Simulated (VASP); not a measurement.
Input of a VASP 6.6.1 run:

The input INCAR:

```
SYSTEM = BAs
  PREC = Accurate
  ENCUT = 520
  EDIFF = 1E-7
  ISMEAR = 0
  SIGMA = 0.02
  LREAL = .FALSE.
  LASPH = .TRUE.
  NELM = 80
  ALGO = Normal
  ISIF = 2
  LWAVE = .FALSE.
  LCHARG = .FALSE.
  GGA = PE
  NBANDS = 11
```

File KPOINTS:

```
Automatic mesh
0
G
  12 12 12
  0 0 0
```

File POSCAR:

```
BAs
1.0
    0.0000000000      2.3885000000      2.3885000000
    2.3885000000      0.0000000000      2.3885000000
    2.3885000000      2.3885000000      0.0000000000
B As
1 1
Direct
    0.0000000000      0.0000000000      0.0000000000
    0.2500000000      0.2500000000      0.2500000000
```

Potentials or basis: VASP PAW PBE potentials, release 64 (B, As).

Launch:

```bash
$ cat potpaw_PBE.64/B/POTCAR potpaw_PBE.64/As/POTCAR > POTCAR
$ mpirun -np 1 vasp_std > vasp.out
```

What does it give for the pressure?

3.4 GPa.

Estimate the band gap on the k mesh.

1.18 eV, indirect (least direct gap 3.28 eV).

A k mesh can miss the band edges. Expect the measured gap to be larger: semilocal functionals such as PBE lack the derivative discontinuity.
